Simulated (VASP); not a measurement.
# NaCl (Pm-3m) in VASP: settings compared, part 2 of 2

VASP 6.6.1. The steps go on from the part before.

**3. EvGW0 quasiparticle levels, PBEsol**

Contents of POSCAR:

```
NaCl
1.0
    3.5021900000      0.0000000000      0.0000000000
    0.0000000000      3.5021900000      0.0000000000
    0.0000000000      0.0000000000      3.5021900000
Cl Na
1 1
Direct
    0.5000000000      0.5000000000      0.5000000000
    0.0000000000      0.0000000000      0.0000000000
```

Contents of INCAR.step1:

```
SYSTEM = NaCl
  ALGO = Normal
  EDIFF = 1E-8
  ENCUT = 500
  GGA = PS
  ISMEAR = 0
  LASPH = .True.
  LCHARG = .False.
  LREAL = .False.
  LWAVE = .True.
  NELM = 80
  PREC = Accurate
  SIGMA = 0.01
```

Contents of INCAR.step2:

```
SYSTEM = NaCl
  ALGO = Exact
  EDIFF = 1E-8
  ENCUT = 500
  GGA = PS
  ISMEAR = 0
  ISTART = 1
  LASPH = .True.
  LCHARG = .False.
  LOPTICS = .True.
  LREAL = .False.
  LWAVE = .True.
  NBANDS = 416
  NELM = 1
  PREC = Accurate
  SIGMA = 0.01
```

Contents of INCAR.step3:

```
SYSTEM = NaCl
  ALGO = EVGW0
  EDIFF = 1E-8
  ENCUT = 500
  ENCUTGW = 200
  GGA = PS
  ISMEAR = 0
  ISTART = 1
  LASPH = .True.
  LCHARG = .False.
  LREAL = .False.
  LWAVE = .False.
  NBANDS = 416
  NBANDSGW = 16
  NELMGW = 4
  NOMEGA = 64
  PREC = Accurate
  PRECFOCK = Fast
  SIGMA = 0.01
```

Contents of KPOINTS:

```
k-points
0
Gamma
  4 4 4
  0 0 0
```

Potentials or basis: VASP PAW PBE potentials, release 64 (Cl_GW, Na_sv_GW).

Command:

```console
> cat potpaw_PBE.64/Cl_GW/POTCAR potpaw_PBE.64/Na_sv_GW/POTCAR > POTCAR
> cp INCAR.step1 INCAR
> mpirun -np 1 vasp_std > vasp.out
> cp INCAR.step2 INCAR
> mpirun -np 1 vasp_std > vasp.out
> cp INCAR.step3 INCAR
> mpirun -np 1 vasp_std > vasp.out
```

OUTCAR:

```text
SYSTEM = NaCl
   EDIFF = 1E-8
   ENCUT = 500
   ENCUTGW = 200
   GGA = PS
   ISMEAR = 0
   ISTART = 1
   LASPH = .True.
   LREAL = .False.
   NELMGW = 4
   PREC = Accurate
   PRECFOCK = Fast

 ion  position               nearest neighbor table
   1  0.500  0.500  0.500-
   2  0.000  0.000  0.000-

  LATTYP: Found a simple cubic cell.
 ALAT       =     3.5021900000

  Lattice vectors:

 A1 = (   3.5021900000,   0.0000000000,   0.0000000000)
 A2 = (   0.0000000000,   3.5021900000,   0.0000000000)
 A3 = (   0.0000000000,   0.0000000000,   3.5021900000)

Analysis of symmetry for initial positions (statically):
=====================================================================
 Subroutine PRICEL returns:
 Original cell was already a primitive cell.

 Routine SETGRP: Setting up the symmetry group for a
 simple cubic supercell.

 Subroutine GETGRP returns: Found 48 space group operations
 (whereof 48 operations were pure point group operations)
 out of a pool of 48 trial point group operations.

The static configuration has the point symmetry O_h .

Analysis of symmetry for dynamics (positions and initial velocities):
=====================================================================
 Subroutine PRICEL returns:
 Original cell was already a primitive cell.

 Routine SETGRP: Setting up the symmetry group for a
 simple cubic supercell.

 Subroutine GETGRP returns: Found 48 space group operations
 (whereof 48 operations were pure point group operations)
 out of a pool of 48 trial point group operations.

[... 79 lines left out ...]
   ISPIN  =      1    spin polarized calculation?
   LNONCOLLINEAR =      F non collinear calculations
   LSORBIT =      F    spin-orbit coupling
   LASPH  =      T    aspherical Exc in radial PAW
   ENCUT  =  500.0 eV  36.75 Ry    6.06 a.u.   6.39  6.39  6.39*2*pi/ulx,y,z
   NELM   =     60;   NELMIN=  2; NELMDL=  0     # of ELM steps
   EDIFF  = 0.1E-07   stopping-criterion for ELM
   LREAL  =      F    real-space projection
   EDIFFG = 0.1E-06   stopping-criterion for IOM
   NSW    =      0    number of steps for IOM
   IBRION =     -1    ionic relax: 0-MD 1-quasi-New 2-CG
   NFREE  =      0    steps in history (QN), initial steepest desc. (CG)
   ISIF   =      0    stress and relaxation
   ISYM   =      3    0-nonsym 1-usesym 2-fastsym
   POTIM  = 0.5000    time-step for ionic-motion
   TEBEG  =    0.0;   TEEND  =   0.0 temperature during run
   PSTRESS=    0.0 pullay stress
   NELECT =      16.0000    total number of electrons
   NUPDOWN=      -1.0000    fix difference up-down
   EMIN   =  10.00;   EMAX   =-10.00  energy-range for DOS
   EFERMI =   0.00;   METHOD = LEGACY
   ISMEAR =     0;   SIGMA  =   0.01  broadening in eV -4-tet -1-fermi 0-gaus
   EFERMI_NEDOS =   21; number of points for ismear=-14 and -15
   IALGO  =     38    algorithm
   IMIX   =      4    mixing-type and parameters
     AMIX     =   0.40;   BMIX     =  1.00
     AMIX_MAG =   1.60;   BMIX_MAG =  1.00
  volume/ion in A,a.u.               =      21.48       144.94
  Fermi-wavevector in a.u.,A,eV,Ry     =   1.177900  2.225908 18.877385  1.387449
  Thomas-Fermi vector in A             =   2.314239
   LORBIT       =      0    0 simple, 1 ext, 2 COOP (PROOUT), +10 PAW based schemes
   GGA     = PS    functional components
   LHFCALC =     T    Hartree Fock is set to
   PRECFOCK=fast      Normal, Fast or Accurate (Low or Medium for compatibility)
   ENCUT4O =  -1.0   cutoff for four orbital integrals eV
   NKREDX  =     1    reduce k-point grid by
   NKREDY  =     1    reduce k-point grid by
   NKREDZ  =     1    reduce k-point grid by
   AEXX    =    1.0000 exact exchange contribution
   HFSCREEN=    0.0000 screening length (either q_TF or 0.3 A-1)
   HFSCREENC=   0.0000 screening length for correlation (either q_TF or 0.3 A-1)
   ENCUTFOCK=  -1.0 apply spherical cutoff to Coloumb kernel
   IVDW    =     0    specifies the selected vdW correction
   LEPSILON=     F    determine dielectric tensor
   LRPA    =     F    only Hartree local field effects (RPA)
   LRPAFORCE           =     F    calculate RPA forces
   ENCUTGW             = 200.0    cutoff for response function in eV
   ENCUTGWSOFT         = 160.0    soft cutoff for Coulomb kernel in GW response function in eV
   ENCUTLF             =  -1.0    cutoff for local field effects
   NELMGW              =     4    number of iterations in solving QP/BSE equation
   NELMHF              =     1    number of iterations in the inner HF iteration
   NKREDLFX            =     1    NKREDLFY  =   1   NKREDLFZ  =   1
 non-spin polarized calculation
 Gauss-broadening in eV      SIGMA  =   0.01
  energy-cutoff  :      500.00
  volume of cell :       42.96
 maximum number of plane-waves:      1108
 NGX is ok and might be reduce to    28
  NGX = 14; NGY = 14; NGZ = 14
   NGX = 13   NGY = 13   NGZ = 13
 maximum number of plane-waves:       288

 QP shifts <psi_nk| G(iteration)W_0 |psi_nk>: iteration 1
 for sc-GW calculations column KS-energies equals QP-energies in previous step
 and V_xc(KS)=  KS-energies - (<T + V_ion + V_H > + <T+V_H+V_ion>^1  + <V_x>^1)

 k-point   1 :       0.0000    0.0000    0.0000
  band No.  KS-energies  QP-energies   sigma(KS)   V_xc(KS)     V^pw_x(r,r')   Z            occupation Imag(sigma)

      1     -49.6671     -58.5023     -40.2802     -28.8833     -49.0536       0.7752       2.0000       0.4861
      2     -21.7554     -27.4301     -35.2775     -28.1399     -41.3601       0.7950       2.0000       0.2069
      3     -21.7554     -27.4301     -35.2775     -28.1399     -41.3601       0.7950       2.0000       0.2069
      4     -21.7554     -27.4301     -35.2775     -28.1399     -41.3601       0.7950       2.0000       0.2069
      5     -13.1956     -14.6812     -16.9258     -14.7336     -24.0894       0.6776       2.0000       1.5491
      6      -0.3299      -2.2691     -16.7798     -14.2826     -18.6175       0.7766       2.0000       0.1573
[... 781 lines left out ...]
      2     -28.8067     -28.8541     -35.1517       6.2850     -41.2680       0.7911       2.0000       0.2109
      3     -28.8067     -28.8541     -35.1517       6.2850     -41.2680       0.7911       2.0000       0.2109
      4     -28.8067     -28.8541     -35.1517       6.2850     -41.2680       0.7911       2.0000       0.2109
      5     -14.3748     -14.4064     -17.6894       3.2685     -24.6206       0.6856       2.0000       1.2745
      6      -4.1946      -4.2088     -15.6972      11.4842     -17.9841       0.7711       2.0000       0.2107
[... 8 lines left out ...]
     15      17.1609      17.1636      -8.6493      25.8136      -3.7611       0.7933       0.0000      -0.5039
     16      20.7612      20.7620     -11.4962      32.2585      -5.5580       0.7771       0.0000      -0.7227
```

OUTCAR.step1:

```text
SYSTEM = NaCl
   EDIFF = 1E-8
   ENCUT = 500
   GGA = PS
   ISMEAR = 0
   LASPH = .True.
   LREAL = .False.
[... 355 lines left out ...]
      1.75110      1.75110      1.75110         0.000000      0.000000      0.000000
      0.00000      0.00000      0.00000         0.000000      0.000000      0.000000
 -----------------------------------------------------------------------------------
    total drift:                               -0.000000      0.000000      0.000000

  FREE ENERGIE OF THE ION-ELECTRON SYSTEM (eV)
  ---------------------------------------------------
  free  energy   TOTEN  =        -8.7267851733 eV

  energy  without entropy=       -8.7267851733  energy(sigma->0) =       -8.72678517
```

OUTCAR.step2:

```text
SYSTEM = NaCl
   EDIFF = 1E-8
   ENCUT = 500
   GGA = PS
[... 771 lines left out ...]
  --------------------------------------------------------------------------------------------------------------
     0.00000     3.18720     3.18720     3.18720    -0.00000     0.00000     0.00000
     3.66402     3.93288     3.93288     3.93288    -0.00000     0.00000     0.00000
     7.32805     4.72579     4.72579     4.72579    -0.00000     0.00000     0.00000
    10.99207    -0.79619    -0.79619    -0.79619     0.00000     0.00000     0.00000
    14.65610    -0.56479    -0.56479    -0.56479    -0.00000    -0.00000    -0.00000
    18.32012     0.18496     0.18496     0.18496     0.00000     0.00000    -0.00000
[... 92 lines left out ...]
   359.07437     0.99603     0.99603     0.99603    -0.00000    -0.00000    -0.00000
   362.73839     0.99611     0.99611     0.99611    -0.00000    -0.00000    -0.00000
```

Wall time 35 min (1 thread of Intel Xeon Platinum 8175M at 2.50GHz (Skylake/Cascade Lake), shared host); peak memory 0.86 GiB.

What came out:

```yaml
Band_gap_on_the_k_mesh_mean-field_level: 3.87 eV, indirect (least direct gap 4.37 eV)
Quasiparticle_gap: 7.15 eV
Least_direct_quasiparticle_gap: 7.71 eV
```

Quasiparticle gap after each update of the energies (eV): 6.65, 7.07, 7.14, 7.15

Caveat: the k mesh is coarse (spacing up to 0.45 Å⁻¹), so the values aren't converged; bands, screening cutoff and mesh are small and nothing is extrapolated, so the quasiparticle values aren't converged.
